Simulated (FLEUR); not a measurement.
# BeS (F-43m) in FLEUR: notebook

Runs on BeS. Level: LDA. Tasks: equation of state.

Program: FLEUR MaX-R8.1 (later development tree). These are calculated values, not measurements. Logs are shortened: lines on timing, memory, paths and dates and some standing lists are left out, and cuts for length are marked.

### Step 1. Starting point

It takes space group F-43m (No. 216, cubic). The conventional cell has a = 4.850 Å, b = 4.850 Å, c = 4.850 Å, α = 90.00°, β = 90.00°, γ = 90.00°. Around S (site symmetry -43m) lie 4 Be at 2.10 Å. Around Be (site symmetry -43m) lie 4 S at 2.10 Å.

### Step 2. Equation of state, LDA, 13.40 Å³/atom (volume scaled by 0.94)

Contents of inp.xml:

```xml
<?xml version="1.0" encoding="UTF-8" standalone="no"?>
<fleurInput fleurInputVersion="0.39">
   <comment>
      BeS                                                                                                 
   </comment>
   <calculationSetup>
      <cutoffs Kmax="5.13" Gmax="15.9" GmaxXC="15.9" numbands="0"/>
      <scfLoop itmax="60" minDistance="0.00001" maxIterBroyd="15" imix="Anderson" alpha="0.05" precondParam="0.0" spinf="2.0" sdNocoIR="T"/>
      <coreElectrons ctail="T" frcor="F" kcrel="0" coretail_lmax="0"/>
      <xcFunctional name="vwn" relativisticCorrections="F"/>
      <magnetism jspins="1"/>
      <soc l_soc="F" theta="0.0" phi="0.0" spav="F"/>
      <expertModes spex="0" secvar="F"/>
      <geometryOptimization l_f="F" forcealpha="1.0" forcemix="BFGS" epsdisp="0.00001" epsforce="0.00001"/>
      <ldaU l_linMix="F" mixParam="0.05" spinf="1.0"/>
   </calculationSetup>
   <cell>
      <bzIntegration valenceElectrons="10.0" mode="hist" fermiSmearingEnergy="0.00183747">
         <kPointListSelection listName="default-1"/>
         <!-- k-points included here -->
         <xi:include xmlns:xi="http://www.w3.org/2001/XInclude" href="kpts.xml"> </xi:include>
      </bzIntegration>
      <!-- symmetry operations included here -->
      <xi:include xmlns:xi="http://www.w3.org/2001/XInclude" href="sym.xml"> </xi:include>
      <bulkLattice scale="0.9795861087">
         <bravaisMatrix>
            <row-1>    0.0000000000000000     4.5825858521549998     4.5825858521549998</row-1>
            <row-2>    4.5825858521549998     0.0000000000000000     4.5825858521549998</row-2>
            <row-3>    4.5825858521549998     4.5825858521549998     0.0000000000000000</row-3>
         </bravaisMatrix>
      </bulkLattice>
   </cell>
   <atomSpecies>
      <species name="Sulfur (S)" element="S" atomicNumber="16">
         <mtSphere radius="1.91" gridPoints="651" logIncrement="0.018"/>
         <atomicCutoffs lmax="8" lnonsphr="8"/>
         <electronConfig flipSpins="F">
            <coreConfig>(1s1/2) (2s1/2) (2p1/2) (2p3/2)</coreConfig>
            <valenceConfig>(3s1/2) (3p1/2) (3p3/2)</valenceConfig>
            <stateOccupation state="(3p1/2)" spinUp="0.666667" spinDown="0.666667"/>
            <stateOccupation state="(3p3/2)" spinUp="1.333333" spinDown="1.333333"/>
         </electronConfig>
         <energyParameters s="3" p="3" d="3" f="4"/>
         <lo type="SCLO" l="0" n="3" eDeriv="2"/>
         <lo type="SCLO" l="1" n="3" eDeriv="2"/>
         <lo type="SCLO" l="2" n="3" eDeriv="2"/>
         <lo type="SCLO" l="3" n="4" eDeriv="2"/>
      </species>
      <species name="Beryllium (Be)" element="Be" atomicNumber="4">
         <mtSphere radius="1.65" gridPoints="565" logIncrement="0.018"/>
         <atomicCutoffs lmax="8" lnonsphr="8"/>
         <electronConfig flipSpins="F">
            <coreConfig></coreConfig>
            <valenceConfig>(1s1/2) (2s1/2)</valenceConfig>
         </electronConfig>
         <energyParameters s="2" p="2" d="3" f="4"/>
         <lo type="SCLO" l="0" n="1" eDeriv="0"/>
         <lo type="SCLO" l="1" n="2" eDeriv="2"/>
         <lo type="SCLO" l="2" n="3" eDeriv="2"/>
      </species>
   </atomSpecies>
   <atomGroups>
      <atomGroup species="Sulfur (S)">
         <relPos label="                   1">-1.000/4.000 -1.000/4.000 -1.000/4.000</relPos>
         <force calculate="T" relaxXYZ="TTT"/>
      </atomGroup>
      <atomGroup species="Beryllium (Be)">
         <relPos label="                   2">.0000000000 .0000000000 .0000000000</relPos>
         <force calculate="T" relaxXYZ="TTT"/>
      </atomGroup>
   </atomGroups>
   <output dos="F" band="F" slice="F">
      <checks vchk="F" cdinf="F"/>
      <bandDOS minEnergy="-.5*Htr" maxEnergy="0.5*Htr" sigma="0.015" storeEVData="T"/>
      <vacuumDOS vacdos="F" integ="F" star="F" nstars="0" locx1="0.0" locy1="0.0" locx2="0.0" locy2="0.0" nstm="0" tworkf="0.0"/>
      <unfoldingBand unfoldBand="F" supercellX="1" supercellY="1" supercellZ="1"/>
      <plotting iplot="0" polar="F">
         <plot TwoD="T" vec1="  1.0  0.0  0.0" vec2="  0.0  1.0  0.0" vec3="  0.0  0.0  1.0" zero="  0.0  0.0  0.0" file="plot"/>
      </plotting>
      <chargeDensitySlicing numkpt="0" minEigenval="0.0" maxEigenval="0.0" nnne="0" pallst="F"/>
      <specialOutput eonly="F"/>
      <moessbauerParams electricFieldGradient="T" isomerShift="T" coreHyperfine="T" valenceHyperfine="T"/>
      <magneticCircularDichroism mcd="F" energyLo="-10.0" energyUp="0.0"/>
   </output>
  <!-- We include the file relax.xml here to enable relaxations (see documentation) -->
  <xi:include xmlns:xi="http://www.w3.org/2001/XInclude" href="relax.xml"> <xi:fallback/> </xi:include>
</fleurInput>
```

Potentials or basis: all-electron, FLAPW.

Run with:

```bash
$ inpgen -f crystal.txt -profile fastHighL
$ # inp.xml edited to the form shown
$ fleur_MPI
```

What it wrote:

```text
Welcome to FLEUR        (www.flapw.de)
      MaX-Release 8.1          (www.max-centre.eu)

 ========== k-point set info ==========
 Selected k-point list: default-1
 k-point list type: mesh
 9 x 9 x 9
 Number of k points: 35

 ------------Calculation Setup---------------------------
 Number of MPI-tasks      :            1
 Number of PE/node        :            1
 Number of OMP-threads    :            1
 Most efficient MPI parallelization for:
           1           5           7          35
 Additional eigenvalue parallelization possible
 Number of basis functions:          480
 Approximate size of matrices (H+S) per k-point:         0.007 GB
 --------------------------------------------------------
Nuclear radius smaller than smallest radial mesh point for atom type 2 -- skipping its core isomer shift
Nuclear radius smaller than smallest radial mesh point for atom type 2 -- skipping its isomer shift
 Iteration:     1   Distance:       9.51758356 me/bohr^3
Nuclear radius smaller than smallest radial mesh point for atom type 2 -- skipping its core isomer shift
Nuclear radius smaller than smallest radial mesh point for atom type 2 -- skipping its isomer shift
 Iteration:     2   Distance:       8.94135560 me/bohr^3
Nuclear radius smaller than smallest radial mesh point for atom type 2 -- skipping its core isomer shift
Nuclear radius smaller than smallest radial mesh point for atom type 2 -- skipping its isomer shift
 Iteration:     3   Distance:       2.07287630 me/bohr^3
Nuclear radius smaller than smallest radial mesh point for atom type 2 -- skipping its core isomer shift
Nuclear radius smaller than smallest radial mesh point for atom type 2 -- skipping its isomer shift
 Iteration:     4   Distance:       0.78199523 me/bohr^3
Nuclear radius smaller than smallest radial mesh point for atom type 2 -- skipping its core isomer shift
Nuclear radius smaller than smallest radial mesh point for atom type 2 -- skipping its isomer shift
 Iteration:     5   Distance:       0.51779846 me/bohr^3
Nuclear radius smaller than smallest radial mesh point for atom type 2 -- skipping its core isomer shift
Nuclear radius smaller than smallest radial mesh point for atom type 2 -- skipping its isomer shift
 Iteration:     6   Distance:       0.10552341 me/bohr^3
Nuclear radius smaller than smallest radial mesh point for atom type 2 -- skipping its core isomer shift
Nuclear radius smaller than smallest radial mesh point for atom type 2 -- skipping its isomer shift
 Iteration:     7   Distance:       0.08810836 me/bohr^3
Nuclear radius smaller than smallest radial mesh point for atom type 2 -- skipping its core isomer shift
Nuclear radius smaller than smallest radial mesh point for atom type 2 -- skipping its isomer shift
 Iteration:     8   Distance:       0.01120244 me/bohr^3
Nuclear radius smaller than smallest radial mesh point for atom type 2 -- skipping its core isomer shift
Nuclear radius smaller than smallest radial mesh point for atom type 2 -- skipping its isomer shift
 Iteration:     9   Distance:       0.00106693 me/bohr^3
Nuclear radius smaller than smallest radial mesh point for atom type 2 -- skipping its core isomer shift
Nuclear radius smaller than smallest radial mesh point for atom type 2 -- skipping its isomer shift
 Iteration:    10   Distance:       0.00069448 me/bohr^3
Nuclear radius smaller than smallest radial mesh point for atom type 2 -- skipping its core isomer shift
Nuclear radius smaller than smallest radial mesh point for atom type 2 -- skipping its isomer shift
 Iteration:    11   Distance:       0.00002220 me/bohr^3
Nuclear radius smaller than smallest radial mesh point for atom type 2 -- skipping its core isomer shift
Nuclear radius smaller than smallest radial mesh point for atom type 2 -- skipping its isomer shift
 Iteration:    12   Distance:       0.00005041 me/bohr^3
Nuclear radius smaller than smallest radial mesh point for atom type 2 -- skipping its core isomer shift
Nuclear radius smaller than smallest radial mesh point for atom type 2 -- skipping its isomer shift
 Iteration:    13   Distance:       0.00000078 me/bohr^3

 ********************************************************************
 Run finished successfully
 Stop message:
   all done
 ********************************************************************
```

Wall time 91 s (1 thread of Arm Neoverse N1, shared host); peak memory 0.06 GiB.

What came out:

* Free energy: -11230.0980 eV
* Band gap on the k mesh: 2.86 eV, indirect (least direct gap 5.49 eV)
* Valence electrons inside the program's atomic spheres: S 3.72; Be 2.68 (radii S 1.91, Be 1.65 bohr)

Caveat: an odd mesh through Γ misses points on the zone boundary, where band edges often lie.

### Step 3. Equation of state, LDA, 13.69 Å³/atom (volume scaled by 0.96)

Changes to inp.xml since step 2:

```diff
@@ -24,3 +24,3 @@
       <xi:include xmlns:xi="http://www.w3.org/2001/XInclude" href="sym.xml"> </xi:include>
-      <bulkLattice scale="0.9795861087">
+      <bulkLattice scale="0.9864848297">
          <bravaisMatrix>
```

Potentials or basis: all-electron, FLAPW.

Run with:

```bash
$ inpgen -f crystal.txt -profile fastHighL
$ # inp.xml edited to the form shown
$ fleur_MPI
```

Run time: 96 s. Hardware: 1 thread of Arm Neoverse N1, shared host; peak memory 0.05 GiB.

Results (log left out):

* Free energy: -11230.1044 eV
* Band gap on the k mesh: 2.91 eV, indirect (least direct gap 5.50 eV)
* Valence electrons inside the program's atomic spheres: S 3.71; Be 2.66 (radii S 1.91, Be 1.65 bohr)

Caveat: an odd mesh through Γ misses points on the zone boundary, where band edges often lie.

### Step 4. Equation of state, LDA, 14.26 Å³/atom

Changes to inp.xml since step 3:

```diff
@@ -24,3 +24,3 @@
       <xi:include xmlns:xi="http://www.w3.org/2001/XInclude" href="sym.xml"> </xi:include>
-      <bulkLattice scale="0.9864848297">
+      <bulkLattice scale="1.0000000000">
          <bravaisMatrix>
```

Run with:

```bash
$ inpgen -f crystal.txt -profile fastHighL
$ # inp.xml edited to the form shown
$ fleur_MPI
```

It took 1.8 min on 1 thread of Arm Neoverse N1, shared host; peak memory 0.06 GiB.

Results (log left out):

* Free energy: -11230.0945 eV
* Band gap on the k mesh: 3.00 eV, indirect (least direct gap 5.52 eV)
* Valence electrons inside the program's atomic spheres: S 3.69; Be 2.63 (radii S 1.91, Be 1.65 bohr)

Caveat: an odd mesh through Γ misses points on the zone boundary, where band edges often lie.

### Step 5. Equation of state, LDA, 14.83 Å³/atom (volume scaled by 1.04)

Changes to inp.xml since step 4:

```diff
@@ -24,3 +24,3 @@
       <xi:include xmlns:xi="http://www.w3.org/2001/XInclude" href="sym.xml"> </xi:include>
-      <bulkLattice scale="1.0000000000">
+      <bulkLattice scale="1.0131594038">
          <bravaisMatrix>
```

Run with:

```bash
$ inpgen -f crystal.txt -profile fastHighL
$ # inp.xml edited to the form shown
$ fleur_MPI
```

It took 1.9 min on 1 thread of Arm Neoverse N1, shared host; peak memory 0.06 GiB.

It converged, with:

```
Free energy                                           : -11230.0591 eV
Band gap on the k mesh                                : 3.07 eV, indirect (least direct gap 5.34 eV)
Valence electrons inside the program's atomic spheres : S 3.67; Be 2.60 (radii S 1.91, Be 1.65 bohr)
```

Caveat: an odd mesh through Γ misses points on the zone boundary, where band edges often lie.

### Step 6. Equation of state, LDA, 15.12 Å³/atom (volume scaled by 1.06)

Changes to inp.xml since step 5:

```diff
@@ -24,3 +24,3 @@
       <xi:include xmlns:xi="http://www.w3.org/2001/XInclude" href="sym.xml"> </xi:include>
-      <bulkLattice scale="1.0131594038">
+      <bulkLattice scale="1.0196128224">
          <bravaisMatrix>
```

Potentials or basis: all-electron, FLAPW.

Run with:

```bash
$ inpgen -f crystal.txt -profile fastHighL
$ # inp.xml edited to the form shown
$ fleur_MPI
```

Wall time 2 min (1 thread of Arm Neoverse N1, shared host); peak memory 0.06 GiB.

It converged, with:

- Free energy: -11230.0332 eV
- Band gap on the k mesh: 3.11 eV, indirect (least direct gap 5.18 eV)
- Valence electrons inside the program's atomic spheres: S 3.66; Be 2.59 (radii S 1.91, Be 1.65 bohr)

Caveat: an odd mesh through Γ misses points on the zone boundary, where band edges often lie.

### Step 7. Equation of state, LDA

This step only gathers the single runs of the series.

Results:

```yaml
Equilibrium_volume: 13.78 Å³/atom
Bulk_modulus: 102 GPa
Pressure_derivative_of_the_bulk_modulus: "3.8 (rough: it moves with the points fitted)"
```

Energy against volume, from the lowest point:
| volume (Å³/atom) | energy (meV/atom) |
| --- | --- |
| 13.405 | 3.18 |
| 13.690 | 0.00 |
| 14.261 | 4.93 |
| 14.831 | 22.65 |
| 15.116 | 35.58 |

LDA usually gives volumes a few per cent too small. Zero-point motion and thermal expansion aren't in these numbers.
